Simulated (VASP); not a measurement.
Write the native input for VASP 6.6.1 that does the following.

```
Task                   : band structure
Functional             : PBEsol
Potentials or basis    : VASP PAW PBE potentials, release 64 (Cd, Se)
Cutoff                 : 520 eV
k mesh                 : 14 × 14 × 14
Occupations            : gaussian, width 0.03 eV
Spin                   : no spin polarisation
Further INCAR settings : ALGO = Normal; EDIFF = 1e-07; NBANDS = 16
```

The structure of CdSe lies in POSCAR:

```
CdSe                                    
1.0
    4.1261589900      0.0000000000      0.0000000000
    0.0000000000      5.8352700000      0.0000000000
    2.0630794900     -2.9176350000      2.2533082848
  Cd              Se            
     1     1
Direct
     0.0000000000000000    0.0108116124048863    0.0000000000000000
     0.5000000000000000    0.7391883875951066    0.0000000000000000
```

Measurements of this composition are mostly on another form, of space group No. 186.

The input as run:

INCAR

```
PREC     = Accurate       # precision mode
ENCUT    = 520            # plane-wave cutoff, eV
EDIFF    = 1E-7           # SCF threshold, eV
ISMEAR   = 0              # smearing method
SIGMA    = 0.03           # smearing width, eV
LREAL    = F              # projectors in reciprocal space
LASPH    = T              # aspherical terms in the spheres
NELM     = 80             # most SCF steps
ALGO     = Normal         # electronic algorithm
ISIF     = 2              # what is computed and relaxed
LWAVE    = F              # write WAVECAR
LCHARG   = F              # write CHGCAR
GGA      = PS             # functional
NBANDS   = 16             # bands
ICORELEVEL= 1
```

KPOINTS

```
regular mesh
0
Gamma
  14 14 14
```

KPOINTS_OPT

```
explicit points
131
Reciprocal
 0.0000000000  0.0000000000  0.0000000000 1
-0.0833333335  0.0000000000 -0.0416666668 1
-0.1666666670  0.0000000000 -0.0833333335 1
-0.2500000005  0.0000000000 -0.1250000003 1
-0.3333333340  0.0000000000 -0.1666666670 1
-0.4166666676  0.0000000000 -0.2083333338 1
-0.5000000011  0.0000000000 -0.2500000005 1
-0.5833333346  0.0000000000 -0.2916666673 1
-0.6666666681  0.0000000000 -0.3333333340 1
-0.7500000016  0.0000000000 -0.3750000008 1
-0.7500000016  0.0000000000 -0.3750000008 1
-0.7500000016  0.0000000000 -0.3859868797 1
-0.7500000016  0.0000000000 -0.3969737586 1
-0.7500000016  0.0000000000 -0.4079606374 1
-0.7500000016  0.0000000000 -0.4189475163 1
-0.7500000016  0.0000000000 -0.4299343952 1
-0.7500000016  0.0000000000 -0.4409212741 1
-0.7500000016  0.0000000000 -0.4519081529 1
-0.7500000016  0.0000000000 -0.4628950318 1
-0.7500000016  0.0000000000 -0.4738819107 1
-0.7500000016  0.0000000000 -0.4738819107 1
-0.7222222236  0.0000000000 -0.4767839206 1
-0.6944444457  0.0000000000 -0.4796859305 1
-0.6666666677  0.0000000000 -0.4825879405 1
-0.6388888898  0.0000000000 -0.4854899504 1
-0.6111111118  0.0000000000 -0.4883919603 1
-0.5833333339  0.0000000000 -0.4912939702 1
-0.5555555559  0.0000000000 -0.4941959802 1
-0.5277777780  0.0000000000 -0.4970979901 1
-0.5000000000  0.0000000000 -0.5000000000 1
-0.5000000000  0.0000000000 -0.5000000000 1
-0.5000000000 -0.0555555556 -0.4722222222 1
-0.5000000000 -0.1111111111 -0.4444444444 1
-0.5000000000 -0.1666666667 -0.4166666667 1
-0.5000000000 -0.2222222222 -0.3888888889 1
-0.5000000000 -0.2777777778 -0.3611111111 1
-0.5000000000 -0.3333333333 -0.3333333333 1
-0.5000000000 -0.3888888889 -0.3055555556 1
-0.5000000000 -0.4444444444 -0.2777777778 1
-0.5000000000 -0.5000000000 -0.2500000000 1
-0.5000000000 -0.5000000000 -0.2500000000 1
-0.5000000000 -0.5000000000 -0.2222222222 1
-0.5000000000 -0.5000000000 -0.1944444444 1
-0.5000000000 -0.5000000000 -0.1666666667 1
-0.5000000000 -0.5000000000 -0.1388888889 1
-0.5000000000 -0.5000000000 -0.1111111111 1
-0.5000000000 -0.5000000000 -0.0833333333 1
-0.5000000000 -0.5000000000 -0.0555555556 1
-0.5000000000 -0.5000000000 -0.0277777778 1
-0.5000000000 -0.5000000000  0.0000000000 1
-0.5000000000 -0.5000000000  0.0000000000 1
-0.4722222220 -0.5555555556  0.0416666668 1
-0.4444444441 -0.6111111111  0.0833333335 1
-0.4166666661 -0.6666666667  0.1250000003 1
-0.3888888882 -0.7222222222  0.1666666670 1
-0.3611111102 -0.7777777778  0.2083333338 1
-0.3333333323 -0.8333333333  0.2500000005 1
-0.3055555543 -0.8888888889  0.2916666673 1
-0.2777777764 -0.9444444444  0.3333333340 1
-0.2499999984 -1.0000000000  0.3750000008 1
-0.2499999984 -1.0000000000  0.3750000008 1
-0.2222222208 -1.0000000000  0.3888888896 1
-0.1944444432 -1.0000000000  0.4027777784 1
-0.1666666656 -1.0000000000  0.4166666672 1
-0.1388888880 -1.0000000000  0.4305555560 1
-0.1111111104 -1.0000000000  0.4444444448 1
-0.0833333328 -1.0000000000  0.4583333336 1
-0.0555555552 -1.0000000000  0.4722222224 1
-0.0277777776 -1.0000000000  0.4861111112 1
 0.0000000000 -1.0000000000  0.5000000000 1
 0.0000000000 -1.0000000000  0.5000000000 1
 0.0000000000 -0.8888888889  0.4444444444 1
 0.0000000000 -0.7777777778  0.3888888889 1
 0.0000000000 -0.6666666667  0.3333333333 1
 0.0000000000 -0.5555555556  0.2777777778 1
 0.0000000000 -0.4444444444  0.2222222222 1
 0.0000000000 -0.3333333333  0.1666666667 1
 0.0000000000 -0.2222222222  0.1111111111 1
 0.0000000000 -0.1111111111  0.0555555556 1
 0.0000000000  0.0000000000  0.0000000000 1
 0.0000000000  0.0000000000  0.0000000000 1
 0.0000000000  0.0000000000 -0.0445686767 1
 0.0000000000  0.0000000000 -0.0891373534 1
 0.0000000000  0.0000000000 -0.1337060300 1
 0.0000000000  0.0000000000 -0.1782747067 1
 0.0000000000  0.0000000000 -0.2228433834 1
 0.0000000000  0.0000000000 -0.2674120601 1
 0.0000000000  0.0000000000 -0.3119807367 1
 0.0000000000  0.0000000000 -0.3565494134 1
 0.0000000000  0.0000000000 -0.4011180901 1
 0.0000000000  0.0000000000 -0.4011180901 1
 0.0000000000 -0.0555555556 -0.3565494134 1
 0.0000000000 -0.1111111111 -0.3119807367 1
 0.0000000000 -0.1666666667 -0.2674120601 1
 0.0000000000 -0.2222222222 -0.2228433834 1
 0.0000000000 -0.2777777778 -0.1782747067 1
 0.0000000000 -0.3333333333 -0.1337060300 1
 0.0000000000 -0.3888888889 -0.0891373534 1
 0.0000000000 -0.4444444444 -0.0445686767 1
 0.0000000000 -0.5000000000  0.0000000000 1
 0.0000000000 -0.5000000000  0.0000000000 1
-0.0555555556 -0.5000000000 -0.0277777778 1
-0.1111111111 -0.5000000000 -0.0555555556 1
-0.1666666667 -0.5000000000 -0.0833333333 1
-0.2222222222 -0.5000000000 -0.1111111111 1
-0.2777777778 -0.5000000000 -0.1388888889 1
-0.3333333333 -0.5000000000 -0.1666666667 1
-0.3888888889 -0.5000000000 -0.1944444444 1
-0.4444444444 -0.5000000000 -0.2222222222 1
-0.5000000000 -0.5000000000 -0.2500000000 1
-0.2499999984  0.0000000000 -0.5261180893 1
-0.2222222208  0.0000000000 -0.5122292005 1
-0.1944444432  0.0000000000 -0.4983403117 1
-0.1666666656  0.0000000000 -0.4844514229 1
-0.1388888880  0.0000000000 -0.4705625341 1
-0.1111111104  0.0000000000 -0.4566736453 1
-0.0833333328  0.0000000000 -0.4427847565 1
-0.0555555552  0.0000000000 -0.4288958677 1
-0.0277777776  0.0000000000 -0.4150069789 1
 0.0000000000  0.0000000000 -0.4011180901 1
 0.0000000000 -1.0000000000  0.4011180901 1
 0.0000000000 -1.0000000000  0.4121049690 1
 0.0000000000 -1.0000000000  0.4230918479 1
 0.0000000000 -1.0000000000  0.4340787267 1
 0.0000000000 -1.0000000000  0.4450656056 1
 0.0000000000 -1.0000000000  0.4560524845 1
 0.0000000000 -1.0000000000  0.4670393634 1
 0.0000000000 -1.0000000000  0.4780262422 1
 0.0000000000 -1.0000000000  0.4890131211 1
 0.0000000000 -1.0000000000  0.5000000000 1
 0.0000000000  0.0000000000  0.0000000000 1
```

Potentials or basis: VASP PAW PBE potentials, release 64 (Cd, Se).

Run with:

```sh
$ cat potpaw_PBE.64/Cd/POTCAR potpaw_PBE.64/Se/POTCAR > POTCAR
$ mpirun -np 1 vasp_std > vasp.out
```

It gave:

* Pressure: 2.1 GPa
* Largest force: 0.005 eV/Å
* Band gap on the k mesh: 0.35 eV, direct
* Band gap along the path: 0.35 eV, direct

Caveat: the PAW data sets were made with another functional, which shifts forces and pressure a little.

It took 10 min on 1 thread of Intel(R) Xeon(R) Platinum 8488C (Sapphire Rapids), on a shared host, peak memory 0.68 GiB.
